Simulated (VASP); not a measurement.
# ZnSe (Stilleite) (F-43m) in VASP: further runs

One crystal, ZnSe (Stilleite), is run at these levels: PBE; tasks: G0W0 quasiparticle levels.

All numbers are computed with VASP 6.6.1; they aren't measurements. Logs are shortened: lines on timing, memory, paths and dates and some standing lists are left out, and cuts for length are marked.

## 1. Starting point

The structure is cubic, space group F-43m (No. 216). Conventional cell: a = 5.668 Å, b = 5.668 Å, c = 5.668 Å, α = 90.00°, β = 90.00°, γ = 90.00°. Se (site symmetry -43m) is surrounded by 4 Zn at 2.45 Å. Around Zn (site symmetry -43m) lie 4 Se at 2.45 Å.

## 2. G0W0 quasiparticle levels, PBE

POSCAR reads:

```
ZnSe
1.0
    0.0000000000      2.8338000000      2.8338000000
    2.8338000000      0.0000000000      2.8338000000
    2.8338000000      2.8338000000      0.0000000000
Se Zn
1 1
Direct
    0.7500000000      0.7500000000      0.7500000000
    0.0000000000      0.0000000000      0.0000000000
```

INCAR.step1 reads:

```
ALGO = Normal
EDIFF = 1E-8
ENCUT = 520
GGA = PE
ISMEAR = 0
LASPH = True
LCHARG = False
LREAL = False
LWAVE = True
NELM = 100
PREC = Accurate
SIGMA = 0.01
```

INCAR.step2 reads:

```
ALGO = Exact
EDIFF = 1E-8
ENCUT = 520
GGA = PE
ISMEAR = 0
ISTART = 1
LASPH = True
LCHARG = False
LOPTICS = True
LREAL = False
LWAVE = True
NBANDS = 63
NELM = 1
PREC = Accurate
SIGMA = 0.01
```

INCAR.step3 reads:

```
ALGO = EVGW0
EDIFF = 1E-8
ENCUT = 520
ENCUTGW = 150
GGA = PE
ISMEAR = 0
ISTART = 1
LASPH = True
LCHARG = False
LREAL = False
LWAVE = False
NBANDS = 63
NBANDSGW = 17
NELMGW = 1
NOMEGA = 48
PREC = Accurate
PRECFOCK = Fast
SIGMA = 0.01
```

KPOINTS reads:

```
k-points
0
Gamma
  3 3 3
```

Potentials or basis: VASP PAW PBE potentials, release 64 (Se_GW, Zn_GW).

Command:

```console
cat potpaw_PBE.64/Se_GW/POTCAR potpaw_PBE.64/Zn_GW/POTCAR > POTCAR
cp INCAR.step1 INCAR
mpirun -np 1 vasp_std > vasp.out
cp INCAR.step2 INCAR
mpirun -np 1 vasp_std > vasp.out
cp INCAR.step3 INCAR
mpirun -np 1 vasp_std > vasp.out
```

OUTCAR:

```text
EDIFF = 1E-8
   ENCUT = 520
   ENCUTGW = 150
   GGA = PE
   ISMEAR = 0
   ISTART = 1
   LASPH = True
   LREAL = False
   NELMGW = 1
   PREC = Accurate
   PRECFOCK = Fast

 Found      4 irreducible k-points:

 Following reciprocal coordinates:
            Coordinates               Weight
  0.000000  0.000000  0.000000      1.000000
  0.333333  0.000000  0.000000      8.000000
  0.333333  0.333333  0.000000      6.000000
 -0.333333  0.333333  0.000000     12.000000
   k-points           NKPTS =      4   k-points in BZ     NKDIM =     27   number of bands    NBANDS=     63
   number of dos      NEDOS =    301   number of ions     NIONS =      2
   total plane-waves  NPLWV =  27000
   dimension x,y,z NGX =    30 NGY =   30 NGZ =   30
   dimension x,y,z NGXF=    60 NGYF=   60 NGZF=   60
   ions per type =               1   1
   NGX,Y,Z   is equivalent  to a cutoff of  12.44, 12.44, 12.44 a.u.
   NGXF,Y,Z  is equivalent  to a cutoff of  24.89, 24.89, 24.89 a.u.
 SYSTEM =  unknown system
   PREC   = accura    normal or accurate (medium, high low for compatibility)
   ISTART =      1    job   : 0-new  1-cont  2-samecut
   ICHARG =      0    charge: 1-file 2-atom 10-const
   ISPIN  =      1    spin polarized calculation?
   LNONCOLLINEAR =      F non collinear calculations
   LSORBIT =      F    spin-orbit coupling
   LASPH  =      T    aspherical Exc in radial PAW
   ENCUT  =  520.0 eV  38.22 Ry    6.18 a.u.   7.45  7.45  7.45*2*pi/ulx,y,z
   NELM   =     60;   NELMIN=  2; NELMDL=  0     # of ELM steps
   EDIFF  = 0.1E-07   stopping-criterion for ELM
   LREAL  =      F    real-space projection
   EDIFFG = 0.1E-06   stopping-criterion for IOM
   NSW    =      0    number of steps for IOM
   IBRION =     -1    ionic relax: 0-MD 1-quasi-New 2-CG
   NFREE  =      0    steps in history (QN), initial steepest desc. (CG)
   ISIF   =      0    stress and relaxation
   ISYM   =      3    0-nonsym 1-usesym 2-fastsym
   POTIM  = 0.5000    time-step for ionic-motion
   TEBEG  =    0.0;   TEEND  =   0.0 temperature during run
   PSTRESS=    0.0 pullay stress
   NELECT =      18.0000    total number of electrons
   NUPDOWN=      -1.0000    fix difference up-down
   EMIN   =  10.00;   EMAX   =-10.00  energy-range for DOS
   EFERMI =   0.00;   METHOD = LEGACY
   ISMEAR =     0;   SIGMA  =   0.01  broadening in eV -4-tet -1-fermi 0-gaus
   EFERMI_NEDOS =   21; number of points for ismear=-14 and -15
   IALGO  =     38    algorithm
   IMIX   =      4    mixing-type and parameters
     AMIX     =   0.40;   BMIX     =  1.00
     AMIX_MAG =   1.60;   BMIX_MAG =  1.00
  volume/ion in A,a.u.               =      22.76       153.57
  Fermi-wavevector in a.u.,A,eV,Ry     =   1.201673  2.270834 19.647073  1.444019
  Thomas-Fermi vector in A             =   2.337476
   LORBIT       =      0    0 simple, 1 ext, 2 COOP (PROOUT), +10 PAW based schemes
   GGA     = PE    functional components
   LHFCALC =     T    Hartree Fock is set to
   PRECFOCK=fast      Normal, Fast or Accurate (Low or Medium for compatibility)
   ENCUT4O =  -1.0   cutoff for four orbital integrals eV
   NKREDX  =     1    reduce k-point grid by
   NKREDY  =     1    reduce k-point grid by
   NKREDZ  =     1    reduce k-point grid by
   AEXX    =    1.0000 exact exchange contribution
   HFSCREEN=    0.0000 screening length (either q_TF or 0.3 A-1)
   HFSCREENC=   0.0000 screening length for correlation (either q_TF or 0.3 A-1)
   ENCUTFOCK=  -1.0 apply spherical cutoff to Coloumb kernel
   IVDW    =     0    specifies the selected vdW correction
   LEPSILON=     F    determine dielectric tensor
   LRPA    =     F    only Hartree local field effects (RPA)
   LRPAFORCE           =     F    calculate RPA forces
   ENCUTGW             = 150.0    cutoff for response function in eV
   ENCUTGWSOFT         = 120.0    soft cutoff for Coulomb kernel in GW response function in eV
   ENCUTLF             =  -1.0    cutoff for local field effects
   NELMGW              =     1    number of iterations in solving QP/BSE equation
   NELMHF              =     1    number of iterations in the inner HF iteration
   NKREDLFX            =     1    NKREDLFY  =   1   NKREDLFZ  =   1
 non-spin polarized calculation
 Gauss-broadening in eV      SIGMA  =   0.01
  energy-cutoff  :      520.00
  volume of cell :       45.51
 maximum number of plane-waves:      1243
 NGX is ok and might be reduce to    30
  NGX = 18; NGY = 18; NGZ = 18
   NGX = 15   NGY = 15   NGZ = 15
 maximum number of plane-waves:       194
 NGX is ok and might be reduce to    18

 QP shifts <psi_nk| G(iteration)W_0 |psi_nk>: iteration 1
 for sc-GW calculations column KS-energies equals QP-energies in previous step
 and V_xc(KS)=  KS-energies - (<T + V_ion + V_H > + <T+V_H+V_ion>^1  + <V_x>^1)

 k-point   1 :       0.0000    0.0000    0.0000
  band No.  KS-energies  QP-energies   sigma(KS)   V_xc(KS)     V^pw_x(r,r')   Z            occupation Imag(sigma)

      1     -10.5023     -10.8937     -12.8997     -12.3081     -19.8316       0.6616       2.0000       1.1830
      2      -3.8978      -5.4034     -21.9510     -19.7021     -30.9130       0.6695       2.0000       0.3300
      3      -3.8978      -5.4034     -21.9510     -19.7021     -30.9130       0.6695       2.0000       0.3300
      4      -3.8978      -5.4034     -21.9510     -19.7021     -30.9130       0.6695       2.0000       0.3300
      5      -3.5377      -5.1392     -22.8701     -20.4933     -32.0556       0.6738       2.0000       0.3128
      6      -3.5377      -5.1392     -22.8701     -20.4933     -32.0556       0.6738       2.0000       0.3128
[... 9 lines left out ...]
     16      14.1443      14.5317      -9.8029     -10.3196      -4.9953       0.7498       0.0000      -0.2812
     17      15.7317      15.6814      -7.6289      -7.5621      -2.2383       0.7532       0.0000      -0.5268

 k-point   2 :       0.3333    0.0000    0.0000
  band No.  KS-energies  QP-energies   sigma(KS)   V_xc(KS)     V^pw_x(r,r')   Z            occupation Imag(sigma)

      1      -9.9288     -10.2892     -13.2649     -12.7267     -20.0678       0.6696       2.0000       1.0815
      2      -3.8276      -5.3495     -22.1005     -19.8368     -31.0959       0.6723       2.0000       0.3282
      3      -3.8276      -5.3495     -22.1005     -19.8368     -31.0959       0.6723       2.0000       0.3282
      4      -3.7247      -5.1779     -21.1083     -18.9582     -29.6196       0.6759       2.0000       0.3282
      5      -3.5308      -5.1380     -22.8849     -20.5101     -32.0862       0.6767       2.0000       0.3144
      6      -3.5308      -5.1380     -22.8849     -20.5101     -32.0862       0.6767       2.0000       0.3144
[... 9 lines left out ...]
     16      13.7326      14.0147      -9.2305      -9.6047      -4.3235       0.7537       0.0000      -0.3014
     17      18.1569      18.5324      -8.8834      -9.3839      -2.9858       0.7500       0.0000      -0.7160

 k-point   3 :       0.3333    0.3333    0.0000
  band No.  KS-energies  QP-energies   sigma(KS)   V_xc(KS)     V^pw_x(r,r')   Z            occupation Imag(sigma)

      1      -9.7348     -10.0839     -13.4002     -12.8766     -20.1608       0.6667       2.0000       1.0426
      2      -3.8868      -5.3090     -20.6340     -18.5239     -28.9736       0.6740       2.0000       0.3278
      3      -3.7229      -5.2643     -22.3659     -20.0788     -31.4400       0.6739       2.0000       0.3277
      4      -3.7229      -5.2643     -22.3659     -20.0788     -31.4400       0.6739       2.0000       0.3277
      5      -3.5332      -5.1077     -22.5701     -20.2393     -31.6650       0.6755       2.0000       0.3176
      6      -3.5015      -5.1188     -22.9539     -20.5730     -32.1695       0.6793       2.0000       0.3130
[... 9 lines left out ...]
     16      17.9368      18.2682      -8.5730      -9.0143      -2.8083       0.7512       0.0000      -0.6668
     17      19.3953      19.6705      -9.1693      -9.5298      -3.5055       0.7636       0.0000      -0.8219

 k-point   4 :      -0.3333    0.3333    0.0000
  band No.  KS-energies  QP-energies   sigma(KS)   V_xc(KS)     V^pw_x(r,r')   Z            occupation Imag(sigma)

      1      -9.4975      -9.8383     -13.6346     -13.1238     -20.3599       0.6671       2.0000       0.9973
      2      -3.8000      -5.3105     -21.7841     -19.5439     -30.6081       0.6743       2.0000       0.3266
      3      -3.7200      -5.2632     -22.3727     -20.0865     -31.4432       0.6750       2.0000       0.3269
      4      -3.5781      -5.1710     -22.7473     -20.3861     -31.9409       0.6746       2.0000       0.3199
      5      -3.5294      -5.1394     -22.8762     -20.5021     -32.0791       0.6782       2.0000       0.3149
      6      -3.3013      -4.8339     -22.4801     -20.2184     -31.4543       0.6776       2.0000       0.3211
[... 9 lines left out ...]
     16      18.2676      18.5348      -8.6098      -8.9657      -2.8527       0.7506       0.0000      -0.6820
     17      18.9634      19.1120      -8.2530      -8.4489      -2.5859       0.7586       0.0000      -0.7033
```

Run time: 37 s. Hardware: 1 thread of Intel Xeon 6975P-C (Granite Rapids), shared host; peak memory 0.32 GiB.

These settings aren't checked as converged: the numbers below hold their error.

What came out:

- Band gap on the k mesh, mean-field level: 1.24 eV, direct
- Quasiparticle gap: 2.33 eV
- Least direct quasiparticle gap: 2.33 eV

Caveat: the k mesh is coarse (spacing up to 0.64 Å⁻¹), so the values aren't converged; bands, screening cutoff and mesh are small and nothing is extrapolated, so the quasiparticle values aren't converged.

## 3. G0W0 quasiparticle levels, PBE

POSCAR is that of step 2.

INCAR.step1: that of step 2 with these lines changed.

```diff
@@ -2,3 +2,3 @@
 EDIFF = 1E-8
-ENCUT = 520
+ENCUT = 450
 GGA = PE
```

INCAR.step2: that of step 2 with these lines changed.

```diff
@@ -2,3 +2,3 @@
 EDIFF = 1E-8
-ENCUT = 520
+ENCUT = 450
 GGA = PE
@@ -11,3 +11,3 @@
 LWAVE = True
-NBANDS = 63
+NBANDS = 191
 NELM = 1
```

INCAR.step3: that of step 2 with these lines changed.

```diff
@@ -2,4 +2,4 @@
 EDIFF = 1E-8
-ENCUT = 520
-ENCUTGW = 150
+ENCUT = 450
+ENCUTGW = 75
 GGA = PE
@@ -11,3 +11,3 @@
 LWAVE = False
-NBANDS = 63
+NBANDS = 191
 NBANDSGW = 17
```

KPOINTS is that of step 2.

Potentials or basis: VASP PAW PBE potentials, release 64 (Se_GW, Zn_GW).

Command:

```console
cat potpaw_PBE.64/Se_GW/POTCAR potpaw_PBE.64/Zn_GW/POTCAR > POTCAR
cp INCAR.step1 INCAR
mpirun -np 1 vasp_std > vasp.out
cp INCAR.step2 INCAR
mpirun -np 1 vasp_std > vasp.out
cp INCAR.step3 INCAR
mpirun -np 1 vasp_std > vasp.out
```

OUTCAR:

```text
EDIFF = 1E-8
   ENCUT = 450
   ENCUTGW = 75
   GGA = PE
   ISMEAR = 0
   ISTART = 1
   LASPH = True
   LREAL = False
   NELMGW = 1
   PREC = Accurate
   PRECFOCK = Fast

 Found      4 irreducible k-points:

 Following reciprocal coordinates:
            Coordinates               Weight
  0.000000  0.000000  0.000000      1.000000
  0.333333  0.000000  0.000000      8.000000
  0.333333  0.333333  0.000000      6.000000
 -0.333333  0.333333  0.000000     12.000000
   k-points           NKPTS =      4   k-points in BZ     NKDIM =     27   number of bands    NBANDS=    191
   number of dos      NEDOS =    301   number of ions     NIONS =      2
   total plane-waves  NPLWV =  21952
   dimension x,y,z NGX =    28 NGY =   28 NGZ =   28
   dimension x,y,z NGXF=    56 NGYF=   56 NGZF=   56
   ions per type =               1   1
   NGX,Y,Z   is equivalent  to a cutoff of  11.62, 11.62, 11.62 a.u.
   NGXF,Y,Z  is equivalent  to a cutoff of  23.23, 23.23, 23.23 a.u.
 SYSTEM =  unknown system
   PREC   = accura    normal or accurate (medium, high low for compatibility)
   ISTART =      1    job   : 0-new  1-cont  2-samecut
   ICHARG =      0    charge: 1-file 2-atom 10-const
   ISPIN  =      1    spin polarized calculation?
   LNONCOLLINEAR =      F non collinear calculations
   LSORBIT =      F    spin-orbit coupling
   LASPH  =      T    aspherical Exc in radial PAW
   ENCUT  =  450.0 eV  33.07 Ry    5.75 a.u.   6.93  6.93  6.93*2*pi/ulx,y,z
   NELM   =     60;   NELMIN=  2; NELMDL=  0     # of ELM steps
   EDIFF  = 0.1E-07   stopping-criterion for ELM
   LREAL  =      F    real-space projection
   EDIFFG = 0.1E-06   stopping-criterion for IOM
   NSW    =      0    number of steps for IOM
   IBRION =     -1    ionic relax: 0-MD 1-quasi-New 2-CG
   NFREE  =      0    steps in history (QN), initial steepest desc. (CG)
   ISIF   =      0    stress and relaxation
   ISYM   =      3    0-nonsym 1-usesym 2-fastsym
   POTIM  = 0.5000    time-step for ionic-motion
   TEBEG  =    0.0;   TEEND  =   0.0 temperature during run
   PSTRESS=    0.0 pullay stress
   NELECT =      18.0000    total number of electrons
   NUPDOWN=      -1.0000    fix difference up-down
   EMIN   =  10.00;   EMAX   =-10.00  energy-range for DOS
   EFERMI =   0.00;   METHOD = LEGACY
   ISMEAR =     0;   SIGMA  =   0.01  broadening in eV -4-tet -1-fermi 0-gaus
   EFERMI_NEDOS =   21; number of points for ismear=-14 and -15
   IALGO  =     38    algorithm
   IMIX   =      4    mixing-type and parameters
     AMIX     =   0.40;   BMIX     =  1.00
     AMIX_MAG =   1.60;   BMIX_MAG =  1.00
  volume/ion in A,a.u.               =      22.76       153.57
  Fermi-wavevector in a.u.,A,eV,Ry     =   1.201673  2.270834 19.647073  1.444019
  Thomas-Fermi vector in A             =   2.337476
   LORBIT       =      0    0 simple, 1 ext, 2 COOP (PROOUT), +10 PAW based schemes
   GGA     = PE    functional components
   LHFCALC =     T    Hartree Fock is set to
   PRECFOCK=fast      Normal, Fast or Accurate (Low or Medium for compatibility)
   ENCUT4O =  -1.0   cutoff for four orbital integrals eV
   NKREDX  =     1    reduce k-point grid by
   NKREDY  =     1    reduce k-point grid by
   NKREDZ  =     1    reduce k-point grid by
   AEXX    =    1.0000 exact exchange contribution
   HFSCREEN=    0.0000 screening length (either q_TF or 0.3 A-1)
   HFSCREENC=   0.0000 screening length for correlation (either q_TF or 0.3 A-1)
   ENCUTFOCK=  -1.0 apply spherical cutoff to Coloumb kernel
   IVDW    =     0    specifies the selected vdW correction
   LEPSILON=     F    determine dielectric tensor
   LRPA    =     F    only Hartree local field effects (RPA)
   LRPAFORCE           =     F    calculate RPA forces
   ENCUTGW             =  75.0    cutoff for response function in eV
   ENCUTGWSOFT         =  60.0    soft cutoff for Coulomb kernel in GW response function in eV
   ENCUTLF             =  -1.0    cutoff for local field effects
   NELMGW              =     1    number of iterations in solving QP/BSE equation
   NELMHF              =     1    number of iterations in the inner HF iteration
   NKREDLFX            =     1    NKREDLFY  =   1   NKREDLFZ  =   1
 non-spin polarized calculation
 Gauss-broadening in eV      SIGMA  =   0.01
  energy-cutoff  :      450.00
  volume of cell :       45.51
 maximum number of plane-waves:      1002
  NGX = 16; NGY = 16; NGZ = 16
   NGX = 13   NGY = 13   NGZ = 13
 maximum number of plane-waves:        72
 NGX is ok and might be reduce to    14

 QP shifts <psi_nk| G(iteration)W_0 |psi_nk>: iteration 1
 for sc-GW calculations column KS-energies equals QP-energies in previous step
 and V_xc(KS)=  KS-energies - (<T + V_ion + V_H > + <T+V_H+V_ion>^1  + <V_x>^1)

 k-point   1 :       0.0000    0.0000    0.0000
  band No.  KS-energies  QP-energies   sigma(KS)   V_xc(KS)     V^pw_x(r,r')   Z            occupation Imag(sigma)

      1     -10.5025     -10.8541     -12.8370     -12.3078     -19.8306       0.6644       2.0000       1.1523
      2      -3.8950      -5.9247     -22.7175     -19.7053     -30.8897       0.6738       2.0000       0.2197
      3      -3.8950      -5.9247     -22.7175     -19.7053     -30.8897       0.6738       2.0000       0.2197
      4      -3.8950      -5.9247     -22.7175     -19.7053     -30.8897       0.6738       2.0000       0.2197
      5      -3.5352      -5.6952     -23.6808     -20.4968     -32.0216       0.6784       2.0000       0.1967
      6      -3.5352      -5.6952     -23.6808     -20.4968     -32.0216       0.6784       2.0000       0.1967
[... 9 lines left out ...]
     16      14.1442      14.3032     -10.1050     -10.3197      -4.9907       0.7406       0.0000      -0.2370
     17      15.7309      15.4866      -7.8877      -7.5616      -2.2362       0.7491       0.0000      -0.4859
[... 46 lines left out ...]
      1      -9.4978      -9.7986     -13.5729     -13.1236     -20.3582       0.6696       2.0000       0.9796
      2      -3.7977      -5.8250     -22.5323     -19.5462     -30.5782       0.6789       2.0000       0.2179
      3      -3.7177      -5.8079     -23.1631     -20.0899     -31.4135       0.6801       2.0000       0.2146
      4      -3.5758      -5.7337     -23.5658     -20.3898     -31.9116       0.6795       2.0000       0.2038
      5      -3.5272      -5.7012     -23.6891     -20.5059     -32.0440       0.6830       2.0000       0.1981
      6      -3.2992      -5.3943     -23.2875     -20.2218     -31.4303       0.6834       2.0000       0.2125
[... 9 lines left out ...]
     16      18.2675      18.3196      -8.8931      -8.9631      -2.8492       0.7446       0.0000      -0.6251
     17      18.9634      18.8840      -8.5531      -8.4479      -2.5833       0.7543       0.0000      -0.6557
```

OUTCAR.step1:

```text
EDIFF = 1E-8
   ENCUT = 450
   GGA = PE
   ISMEAR = 0
   LASPH = True
[... 170 lines left out ...]
 -----------------------------------------------------------------------------------
      4.25070      4.25070      4.25070        -0.000000     -0.000000     -0.000000
      0.00000      0.00000      0.00000         0.000000      0.000000      0.000000
 -----------------------------------------------------------------------------------
    total drift:                               -0.000001     -0.000001     -0.000001

  FREE ENERGIE OF THE ION-ELECTRON SYSTEM (eV)
  ---------------------------------------------------
  free  energy   TOTEN  =        -5.7435854919 eV

  energy  without entropy=       -5.7435854919  energy(sigma->0) =       -5.74358549
```

OUTCAR.step2:

```text
EDIFF = 1E-8
   ENCUT = 450
   GGA = PE
   ISMEAR = 0
[... 537 lines left out ...]
  --------------------------------------------------------------------------------------------------------------
     0.00000    28.38846    28.38846    28.38846     0.00000     0.00000     0.00000
     1.92812     4.68174     4.68174     4.68174     0.00000     0.00000     0.00000
     3.85625    -4.66302    -4.66302    -4.66302     0.00000     0.00000     0.00000
     5.78437   -18.95362   -18.95362   -18.95362    -0.00000     0.00000    -0.00000
     7.71250    -7.88888    -7.88888    -7.88888    -0.00000    -0.00000    -0.00000
     9.64062    -2.59581    -2.59581    -2.59581     0.00000    -0.00000    -0.00000
[... 92 lines left out ...]
   188.95619     0.98536     0.98536     0.98536    -0.00000    -0.00000     0.00000
   190.88432     0.98568     0.98568     0.98568    -0.00000    -0.00000     0.00000
```

It took 36 s on 1 thread of Intel Xeon 6975P-C (Granite Rapids), shared host; peak memory 0.29 GiB.

The run converged, but some of its settings lie outside the range that counts as converged, so its numbers aren't taken as properties of the crystal.

Results:

| Quantity | Value |
| --- | --- |
| Band gap on the k mesh, mean-field level | 1.24 eV, direct |
| Quasiparticle gap | 2.30 eV |
| Least direct quasiparticle gap | 2.30 eV |

Caveat: the k mesh is coarse (spacing up to 0.64 Å⁻¹), so the values aren't converged; bands, screening cutoff and mesh are small and nothing is extrapolated, so the quasiparticle values aren't converged.

## 4. For comparison

An earlier run on the cell as given: functional PBE; potentials or basis VASP PAW PBE potentials, release 64 (Se, Zn); cutoff 520 eV; k mesh 8 × 8 × 8; occupations fermi-dirac, width 0.05 eV; no spin polarisation.

* Pressure: 2.3 GPa
* Band gap on the k mesh: 1.29 eV, direct
